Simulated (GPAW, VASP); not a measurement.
Given: the input of a run of GPAW 26.7.0 (ASE script) on WC (Qusongite). 

Contents of run.py:

```python
from ase.dft.bandgap import bandgap
from ase.io import read, write
from ase.units import GPa
from gpaw import GPAW, PW

atoms = read('POSCAR')

calc = GPAW(mode=PW(800),
            xc='PBE',
            kpts={'size': (10, 10, 9), 'gamma': True},
            occupations={'name': 'methfessel-paxton', 'order': 0, 'width': 0.02},
            nbands=19,
            convergence={'density': 1e-05, 'energy': 1e-05},
            maxiter=150,
            txt='gpaw.txt')
atoms.calc = calc
energy = atoms.get_potential_energy()
forces = atoms.get_forces()
stress = atoms.get_stress()
calc.write('gs.gpw')
write('result.traj', atoms)
print(f'Energy: {energy:.6f} eV')
print('Forces (eV/A):')
print(forces.round(4))
print('Stress (GPa):', (stress / GPa).round(3))
print('Fermi level:', round(calc.get_fermi_level(), 4), 'eV')
print(f'Gap: {bandgap(calc)[0]:.4f} eV, direct: {bandgap(calc, direct=True)[0]:.4f} eV')
```

Contents of POSCAR:

```
WC
1.0
    2.9065000000      0.0000000000      0.0000000000
   -1.4532500000      2.5171028361      0.0000000000
    0.0000000000      0.0000000000      2.8366000000
W C
1 1
Direct
    0.0000000000      0.0000000000      0.0000000000
    0.6666666667      0.3333333333      0.5000000000
```

Potentials or basis: GPAW PAW data sets (gpaw-data 1.2.1), pw.

Command:

```sh
$ OMP_NUM_THREADS=1 python run.py
```

Q: Set up the same calculation for VASP 6.6.1. Potentials or basis there: PBE PAW files C, W_sv, release 54, 520 eV.

A: As run (cutoffs and basis follow the program's own potentials, and thresholds, step limits or extra output files can differ):

Contents of INCAR:

```
ALGO = Fast
EDIFF = 1E-6
ENCUT = 520
GGA = PE
ISIF = 2
ISMEAR = 0
LASPH = True
LCHARG = False
LREAL = False
LWAVE = False
NELM = 60
PREC = Accurate
SIGMA = 0.02
```

KPOINTS

```
k-points
0
Gamma
  10 10 9
```

Contents of POSCAR:

```
WC
1.0
    2.9065000000      0.0000000000      0.0000000000
   -1.4532500000      2.5171028361      0.0000000000
    0.0000000000      0.0000000000      2.8366000000
W C
1 1
Cartesian
    0.0000000000      0.0000000000      0.0000000000
    1.4532500001      0.8390342786      1.4183000000
```

Potentials or basis: VASP PAW PBE potentials, release 54 (W_sv, C).

Command:

```sh
$ cat potpaw_PBE.54/W_sv/POTCAR potpaw_PBE.54/C/POTCAR > POTCAR
$ mpirun -np 1 vasp_std > vasp.out
```

Both were run:

|  | GPAW | VASP |
| --- | --- | --- |
| Pressure | 5.4 GPa | 6.8 GPa |

Pressure is positive in compression.
